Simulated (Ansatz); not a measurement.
## Sc2Al (P6_3/mmc): electronic heat capacity and spin susceptibility from the density of states

The calculation used DFT r2SCAN, scalar-relativistic, plane waves, PAW in Ansatz.

Cutoff 500 eV; k points 12×12×6 on the computed 6-atom cell (Γ-centred); Gaussian smearing, width 0.10 eV; no spin polarisation.

Relaxed cell: P6_3/mmc, a = 4.888 Å, b = 4.888 Å, c = 6.163 Å, α = 90.00°, β = 90.00°, γ = 120.00°, 6 atoms in the primitive cell. Whether it is the stable form of this composition wasn't checked.

The density of states at the Fermi level is 7.337 states/eV in the cell of 6 atoms (2 formula units; both spins, tetrahedra on a 18×18×9 mesh).

**Question.** What Sommerfeld coefficient and Pauli susceptibility does this give?

**Answer.** Per formula unit N(E_F) = 3.668 states/eV. γ = (π²/3) k_B² N(E_F) N_A = 2.357 mJ/(mol K²) per state/eV, so γ = 8.6 mJ/(mol K²), a mole of formula units. χ_P = μ_B² N(E_F) N_A = 3.23×10⁻⁵ emu/mol per state/eV gives 11.9×10⁻⁵ emu/mol. This is the bare band result: a measured γ of the same phase is as a rule larger by a factor 1 + λ from phonons and spin fluctuations, the spin part of χ is larger by the Stoner factor, and a measured χ also holds orbital and core terms. N(E_F) at one energy is sensitive to the mesh where the density of states has sharp peaks.